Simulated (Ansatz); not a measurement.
# CuO (Tenorite) (Cc) in Ansatz: equation of state

Aim: energy against volume of CuO (Tenorite) in PBEsol, for its equilibrium volume and stiffness.

Everything below comes from runs of Ansatz 0.2.0. Logs are shortened: lines on timing, memory, paths and dates and some standing lists are left out, and cuts for length are marked.

## 1. The structure

It takes space group Cc (No. 9, monoclinic). The conventional cell has a = 4.689 Å, b = 3.427 Å, c = 5.132 Å, α = 90.00°, β = 99.65°, γ = 90.00°. Cu (site symmetry 1) is surrounded by 4 O at 1.91 to 2.02 Å. Around O (site symmetry 1) lie 4 Cu at 1.91 to 2.02 Å.

## 2. Single point, PBEsol, 9.55 Å³/atom (volume scaled by 0.94)

Contents of input.yaml:

```yaml
crystal:
  lattice:
    - [2.2967865698, -1.6784228387, 0.0]
    - [2.2967865698, 1.6784228387, 0.0]
    - [-0.8429870921, 0.0, 4.9561536082]
  atoms:
    - { symbol: Cu, position: [0.4968, 0.0032, 0.5] }
    - { symbol: Cu, position: [0.0032, 0.4968, 0.0] }
    - { symbol: O, position: [0.4056, 0.5714, 0.7537] }
    - { symbol: O, position: [0.5714, 0.4056, 0.2537] }
hamiltonian:
  xc: pbesol
  pseudopotentials: { kind: paw }
kpoints:
  mp_grid: { grid: [10, 10, 5] }
scf:
  occupations: { method: fermi_dirac, width: 0.05 }
output:
  forces: true
  stress: true
  eigenvalues: true
```

Potentials or basis: Ansatz PAW.

Command:

```
$ ansatz run input.yaml --threads 2 --pin off --max-ram 5632MiB --backend cpu --events-out ev --progress --plain --runs-dir out
```

The log of the run:

```text
Warning: RAYON_NUM_THREADS=2 ignored (pool sized by the plan → 2); use --threads N
Engine: ansatz 0.2.0, x86_64-unknown-linux-gnu
Pseudopotentials: kind: paw
Pseudopotential: Cu, paw, valence charge 19, recommended cutoff 420 eV (normal), Cu.paw.azcp
Pseudopotential: O, paw, valence charge 6, recommended cutoff 420 eV (normal), O.paw.azcp
Functional definition: PBEsol
  exchange = pbesol_x
  correlation = pbesol_c
Crystal: 4 atoms, lattice volume = 38.212 Å³
Basis set: ecut = 420 eV, 759 PW (Γ), exchange–correlation on 40×40×72 points (8 copies of the dense FFT grid, shifted against one another)
Bands: 30, of which v1, the nominal top of the filled ones, is band 25 counted from 1 (24 counted from 0)
Symmetry: 2 space group operations
Space group: Cc (ITA 9), of the structure as read, at distance tolerance 3.4e-5 Å
k-points: 141 of 500 (time reversal used)
Non-local potential: Cu, projectors of the file, l = 0: 3, l = 1: 2, l = 2: 3, l = 3: 1
Non-local potential: O, projectors of the file, l = 0: 2, l = 1: 2, l = 2: 1
PAW form: soft (Blöchl's): semilocal exchange-correlation on the pseudo side does not see the compensation charge
PAW frozen core: Cu, regenerated for the run's functional, and the local potential with it (the file was generated under x = pbe(κ = 0.804, μ = 0.2195149727645171), c = pbe(β = 0.06672455060314922))
PAW frozen core: O, regenerated for the run's functional, and the local potential with it (the file was generated under x = pbe(κ = 0.804, μ = 0.2195149727645171), c = pbe(β = 0.06672455060314922))
PAW one-centre angular grid: Cu, 590 points (default); XC on 64 Gauss nodes
PAW one-centre angular grid: O, 110 points (default); XC on 64 Gauss nodes
Initial density: superposition of atomic densities (neutral atoms: chi_scale 0, normalization atom), corrected by the library's trained network
Initial wavefunctions: pseudopotential atomic-orbital guess
Functional: x = pbesol(κ = 0.804, μ = 0.12345679012345678), c = pbesol(β = 0.046)
SCF iter   1: F=—  HF=-14296.348427 eV  |F-HF|=—  |Δ(HF+E_count)|=         —  Δρ=1.92e-2  dr2=8.85e-2  ethr=1.77e-3  ⟨swp⟩=5.8  Hψ=14689  notcnv=0
preconditioner: auto → Kerker (q_TF=auto, 2.853 Å⁻¹)  [metal: Δε(μ)=0.026 eV  Ē_g=11.587 eV  σ=0.050 eV  W_gap=0.13  n_scr=20 (ndim 8)  ℏωp=35.0 eV  f_vac=0.000  D(μ)=2.17/eV (n_scr^D=20)]
SCF iter   2: F=—  HF=-14296.323611 eV  |F-HF|=—  |Δ(HF+E_count)|=   2.48e-2  Δρ=7.58e-3  dr2=1.80e-2  ethr=1.77e-4  ⟨swp⟩=2.3  Hψ=7820  notcnv=0
SCF iter   3: F=—  HF=-14296.319325 eV  |F-HF|=—  |Δ(HF+E_count)|=   4.29e-3  Δρ=2.77e-3  dr2=2.42e-3  ethr=3.61e-5  ⟨swp⟩=2.3  Hψ=6857  notcnv=0
SCF iter   4: F=—  HF=-14296.318756 eV  |F-HF|=—  |Δ(HF+E_count)|=   5.70e-4  Δρ=9.20e-4  dr2=2.24e-4  ethr=4.85e-6  ⟨swp⟩=2.9  Hψ=7199  notcnv=0
SCF iter   5: F=—  HF=-14296.318765 eV  |F-HF|=—  |Δ(HF+E_count)|=   9.71e-6  Δρ=2.07e-4  dr2=1.55e-5  ethr=4.49e-7  ⟨swp⟩=2.2  Hψ=5634  notcnv=0
SCF iter   6: F=—  HF=-14296.318765 eV  |F-HF|=—  |Δ(HF+E_count)|=   6.88e-7  Δρ=4.83e-5  dr2=6.27e-7  ethr=3.11e-8  ⟨swp⟩=2.2  Hψ=6252  notcnv=0
SCF iter   7: F=—  HF=-14296.318765 eV  |F-HF|=—  |Δ(HF+E_count)|=   1.43e-7  Δρ=2.32e-5  dr2=1.92e-7  ethr=2.00e-10  ⟨swp⟩=5.0  Hψ=17843  notcnv=0
SCF iter   8: F=-14296.318765 eV  HF=-14296.318765 eV  |F-HF|=1.02e-8  |Δ(HF+E_count)|=   2.01e-9  Δρ=5.92e-6  dr2=1.08e-8  ethr=2.00e-10  ⟨swp⟩=4.1  Hψ=15090  notcnv=0
SCF 1 converged in 8 iterations: F = -14296.318765 eV  dr2 = 1.08e-8
SCF converged after 8 iterations
Free energy (F): -14296.318765 eV
Harris-Foulkes:  -14296.318765 eV  (|F-HF|=1.02e-8)
Internal energy: -14296.300543 eV  (E = F + TS)
E sigma→0 (E₀):  -14296.309654 eV
Entropy (-TS):   -0.018222 eV (-4.556 meV/atom)
Fermi energy:    13.308178 eV
--- Per-component energies (eV) ---
  E_band       = -811.630888
  E_kinetic    = 945.468709
  E_local      = -9441.727129  (includes V_loc(G=0)·N_el)
  E_nonlocal   = 882.933236
  E_hartree    = 4090.821987
  E_xc         = -322.186602
  E_vxc        = -415.786894  (∫ρ·V_xc dr)
  E_paw        = -3554.453845  (= ΣΔE_a)
  E_vpaw       = -964.176305  (= ΣTr[D̂ρ^β])
  E_aug_tail   = 0.005277  (compensation charges beyond the density's cutoff)
  E_ewald      = -6897.645155
  E_core_change = 0.482980  (= ΣΔE_core)
  E_smearing   = -0.018222  (= −TS)
  E_closure    = 0.000000  (closes the sum)
  Σ components = -14296.318765   (vs F -14296.318765, Δ=0.00e0)
--- Forces (eV/Å), atoms counted from 1 ---
  atom   1  Cu    -0.74781804    -0.43141533     0.29567611
  atom   2  Cu    -0.74781804     0.43141533     0.29567611
  atom   3  O      0.74781955    -0.20759171    -0.29567716
  atom   4  O      0.74781955     0.20759171    -0.29567716
  max |Σ_I F_I| component: 3.03e-6 eV/Å
--- Stress (GPa, compression-positive) ---
        9.698835      -0.000000      -2.916938
       -0.000000       9.147285      -0.000000
       -2.916952      -0.000000      10.105388
  P = ⅓ Tr σ = 9.6505 GPa (96.505 kbar)
--- Band table (eV; the first three rows and the last of 141) ---
  k-point 0: bands = ["-99.1590", "-99.1581", "-56.8498", "-56.8494", "-56.8179", "-56.8053", "-56.3984", "-56.3978", "-7.1987", "-5.6597", "4.4216", "7.2345", "7.6185", "9.5779", "9.6794", "9.7462", "9.9521", "10.2804", "10.3580", "10.5544", "10.7821", "10.9156", "11.0025", "11.5465", "13.5327", "14.2889", "15.1571", "19.2364", "21.7334", "26.7325"]
  k-point 1: bands = ["-99.1589", "-99.1581", "-56.8498", "-56.8495", "-56.8167", "-56.8065", "-56.3984", "-56.3978", "-7.0770", "-5.8409", "4.8361", "7.3268", "7.6436", "8.9099", "9.3220", "9.4107", "10.0501", "10.2226", "10.5649", "10.6284", "10.8519", "11.0522", "11.3124", "11.4325", "13.4865", "14.1265", "15.6919", "18.7844", "22.4833", "26.7587"]
  k-point 2: bands = ["-99.1587", "-99.1584", "-56.8496", "-56.8495", "-56.8136", "-56.8097", "-56.3982", "-56.3980", "-6.7387", "-6.2718", "5.9363", "7.3258", "7.5655", "7.8508", "8.8803", "8.9229", "10.2307", "10.3250", "10.6743", "10.7210", "10.8127", "11.0332", "11.5735", "11.7067", "13.4435", "13.7337", "16.7931", "17.8853", "24.1326", "26.0288"]
  k-point 140: bands = ["-99.1567", "-99.1565", "-56.8684", "-56.8667", "-56.8112", "-56.8088", "-56.4096", "-56.4084", "-5.5806", "-5.4663", "5.8302", "6.3721", "7.0863", "7.1848", "7.6449", "8.0521", "10.1873", "10.5184", "10.8788", "10.9034", "11.4229", "11.4459", "11.8785", "11.9873", "12.5958", "13.2791", "17.7356", "18.9740", "22.1400", "22.9270"]
```

Wall time 3.7 s (2 threads of Intel Xeon 6975P-C (Granite Rapids), shared host); peak memory 0.43 GiB.

Results:

| Item | Value |
| --- | --- |
| Free energy | -14296.3188 eV |
| Pressure | 9.7 GPa |
| Largest force | 0.913 eV/Å |
| Band gap on the k mesh | none (metal or under the smearing width) |

Caveat: the pressure holds a Pulay correction of +0.8 GPa for the finite cutoff; the run has no spin polarisation, though such a crystal can be magnetic; semilocal functionals often make such compounds metallic where correlation or magnetic order opens a gap, which also shifts bond lengths; the PAW data sets come from PBE, with cores solved anew for the run's functional, which leaves a small shift of forces and pressure.

## 3. Single point, PBEsol, 9.76 Å³/atom (volume scaled by 0.96)

Edit input.yaml of step 2 so:

```diff
@@ -2,5 +2,5 @@
   lattice:
-    - [2.2967865698, -1.6784228387, 0.0]
-    - [2.2967865698, 1.6784228387, 0.0]
-    - [-0.8429870921, 0.0, 4.9561536082]
+    - [2.312961656, -1.6902431073, 0.0]
+    - [2.312961656, 1.6902431073, 0.0]
+    - [-0.8489238166, 0.0, 4.9910572484]
   atoms:
```

Potentials or basis: Ansatz PAW.

Command:

```
$ ansatz run input.yaml --threads 2 --pin off --max-ram 5632MiB --backend cpu --events-out ev --progress --plain --runs-dir out
```

Run time: 3.7 s. Hardware: 2 threads of Intel Xeon 6975P-C (Granite Rapids), shared host; peak memory 0.42 GiB.

The run converged. Its results:

```
Free energy            : -14296.3560 eV
Pressure               : 5.1 GPa
Largest force          : 0.842 eV/Å
Band gap on the k mesh : none (metal or under the smearing width)
```

Caveat: the pressure holds a Pulay correction of +0.8 GPa for the finite cutoff; the run has no spin polarisation, though such a crystal can be magnetic; semilocal functionals often make such compounds metallic where correlation or magnetic order opens a gap, which also shifts bond lengths; the PAW data sets come from PBE, with cores solved anew for the run's functional, which leaves a small shift of forces and pressure.

## 4. Single point, PBEsol, 9.96 Å³/atom (volume scaled by 0.98)

Edit input.yaml of step 3 so:

```diff
@@ -2,5 +2,5 @@
   lattice:
-    - [2.312961656, -1.6902431073, 0.0]
-    - [2.312961656, 1.6902431073, 0.0]
-    - [-0.8489238166, 0.0, 4.9910572484]
+    - [2.3289136198, -1.7019003246, 0.0]
+    - [2.3289136198, 1.7019003246, 0.0]
+    - [-0.8547786486, 0.0, 5.0254794206]
   atoms:
```

Command:

```
$ ansatz run input.yaml --threads 2 --pin off --max-ram 5632MiB --backend cpu --events-out ev --progress --plain --runs-dir out
```

It took 4 s on 2 threads of Intel Xeon 6975P-C (Granite Rapids), shared host; peak memory 0.43 GiB.

The run converged. Its results:

```yaml
Free_energy: -14296.3709 eV
Pressure: 0.9 GPa
Largest_force: 0.776 eV/Å
Band_gap_on_the_k_mesh: none (metal or under the smearing width)
```

Caveat: the pressure holds a Pulay correction of +0.8 GPa for the finite cutoff; the run has no spin polarisation, though such a crystal can be magnetic; semilocal functionals often make such compounds metallic where correlation or magnetic order opens a gap, which also shifts bond lengths; the PAW data sets come from PBE, with cores solved anew for the run's functional, which leaves a small shift of forces and pressure.

## 5. Single point, PBEsol, 10.16 Å³/atom

Edit input.yaml of step 4 so:

```diff
@@ -2,5 +2,5 @@
   lattice:
-    - [2.3289136198, -1.7019003246, 0.0]
-    - [2.3289136198, 1.7019003246, 0.0]
-    - [-0.8547786486, 0.0, 5.0254794206]
+    - [2.34465, -1.7134, 0.0]
+    - [2.34465, 1.7134, 0.0]
+    - [-0.8605543552, 0.0, 5.0594363927]
   atoms:
```

Command:

```
$ ansatz run input.yaml --threads 2 --pin off --max-ram 5632MiB --backend cpu --events-out ev --progress --plain --runs-dir out
```

It took 3.8 s on 2 threads of Intel Xeon 6975P-C (Granite Rapids), shared host; peak memory 0.44 GiB.

The run converged. Its results:

| Item | Value |
| --- | --- |
| Free energy | -14296.3663 eV |
| Pressure | -2.7 GPa |
| Largest force | 0.757 eV/Å |
| Band gap on the k mesh | none (metal or under the smearing width) |

Caveat: the pressure holds a Pulay correction of +0.8 GPa for the finite cutoff; the run has no spin polarisation, though such a crystal can be magnetic; semilocal functionals often make such compounds metallic where correlation or magnetic order opens a gap, which also shifts bond lengths; the PAW data sets come from PBE, with cores solved anew for the run's functional, which leaves a small shift of forces and pressure.

## 6. Single point, PBEsol, 10.37 Å³/atom (volume scaled by 1.02)

Edit input.yaml of step 5 so:

```diff
@@ -2,5 +2,5 @@
   lattice:
-    - [2.34465, -1.7134, 0.0]
-    - [2.34465, 1.7134, 0.0]
-    - [-0.8605543552, 0.0, 5.0594363927]
+    - [2.360177936, -1.7247473506, 0.0]
+    - [2.360177936, 1.7247473506, 0.0]
+    - [-0.8662535568, 0.0, 5.0929435705]
   atoms:
```

Potentials or basis: Ansatz PAW.

Command:

```
$ ansatz run input.yaml --threads 2 --pin off --max-ram 5632MiB --backend cpu --events-out ev --progress --plain --runs-dir out
```

It took 3.9 s on 2 threads of Intel Xeon 6975P-C (Granite Rapids), shared host; peak memory 0.43 GiB.

The run converged. Its results:

```yaml
Free_energy: -14296.3441 eV
Pressure: -6.0 GPa
Largest_force: 0.749 eV/Å
Band_gap_on_the_k_mesh: none (metal or under the smearing width)
```

Caveat: the pressure holds a Pulay correction of +0.7 GPa for the finite cutoff; the run has no spin polarisation, though such a crystal can be magnetic; semilocal functionals often make such compounds metallic where correlation or magnetic order opens a gap, which also shifts bond lengths; the PAW data sets come from PBE, with cores solved anew for the run's functional, which leaves a small shift of forces and pressure.

## 7. Single point, PBEsol, 10.57 Å³/atom (volume scaled by 1.04)

Edit input.yaml of step 6 so:

```diff
@@ -2,5 +2,5 @@
   lattice:
-    - [2.360177936, -1.7247473506, 0.0]
-    - [2.360177936, 1.7247473506, 0.0]
-    - [-0.8662535568, 0.0, 5.0929435705]
+    - [2.3755041962, -1.7359473225, 0.0]
+    - [2.3755041962, 1.7359473225, 0.0]
+    - [-0.8718787375, 0.0, 5.1260155593]
   atoms:
```

Command:

```
$ ansatz run input.yaml --threads 2 --pin off --max-ram 5632MiB --backend cpu --events-out ev --progress --plain --runs-dir out
```

Run time: 4 s. Hardware: 2 threads of Intel Xeon 6975P-C (Granite Rapids), shared host; peak memory 0.44 GiB.

Results (log left out):

```
Free energy            : -14296.3063 eV
Pressure               : -8.9 GPa
Largest force          : 0.748 eV/Å
Band gap on the k mesh : none (metal or under the smearing width)
```

Caveat: the pressure holds a Pulay correction of +0.7 GPa for the finite cutoff; the run has no spin polarisation, though such a crystal can be magnetic; semilocal functionals often make such compounds metallic where correlation or magnetic order opens a gap, which also shifts bond lengths; the PAW data sets come from PBE, with cores solved anew for the run's functional, which leaves a small shift of forces and pressure.

## 8. Single point, PBEsol, 10.77 Å³/atom (volume scaled by 1.06)

Edit input.yaml of step 7 so:

```diff
@@ -2,5 +2,5 @@
   lattice:
-    - [2.3755041962, -1.7359473225, 0.0]
-    - [2.3755041962, 1.7359473225, 0.0]
-    - [-0.8718787375, 0.0, 5.1260155593]
+    - [2.3906352041, -1.7470046099, 0.0]
+    - [2.3906352041, 1.7470046099, 0.0]
+    - [-0.877432255, 0.0, 5.1586662202]
   atoms:
```

Command:

```
$ ansatz run input.yaml --threads 2 --pin off --max-ram 5632MiB --backend cpu --events-out ev --progress --plain --runs-dir out
```

Wall time 4.1 s (2 threads of Intel Xeon 6975P-C (Granite Rapids), shared host); peak memory 0.44 GiB.

The run converged. Its results:

| Quantity | Value |
| --- | --- |
| Free energy | -14296.2547 eV |
| Pressure | -11.5 GPa |
| Largest force | 0.751 eV/Å |
| Band gap on the k mesh | none (metal or under the smearing width) |

Caveat: the pressure holds a Pulay correction of +0.7 GPa for the finite cutoff; the run has no spin polarisation, though such a crystal can be magnetic; semilocal functionals often make such compounds metallic where correlation or magnetic order opens a gap, which also shifts bond lengths; the PAW data sets come from PBE, with cores solved anew for the run's functional, which leaves a small shift of forces and pressure.

## 9. Equation of state, PBEsol

Potentials or basis: Ansatz PAW.

No new run: the results of the series are fitted here.

What came out:

* Equilibrium volume: 10.01 Å³/atom
* Bulk modulus at fixed shape and positions: 185 GPa
* Pressure derivative of the bulk modulus: 4.8

Energy against volume, from the lowest point:
```tsv
volume (Å³/atom)	energy (meV/atom)
9.553	13.04
9.756	3.74
9.959	0.00
10.163	1.15
10.366	6.70
10.569	16.14
10.772	29.04
```

Caveat: the cell was scaled at fixed shape and fractional positions, which overstates the stiffness of a crystal with free parameters, most of all of layers and chains; the run has no spin polarisation, though such a crystal can be magnetic.
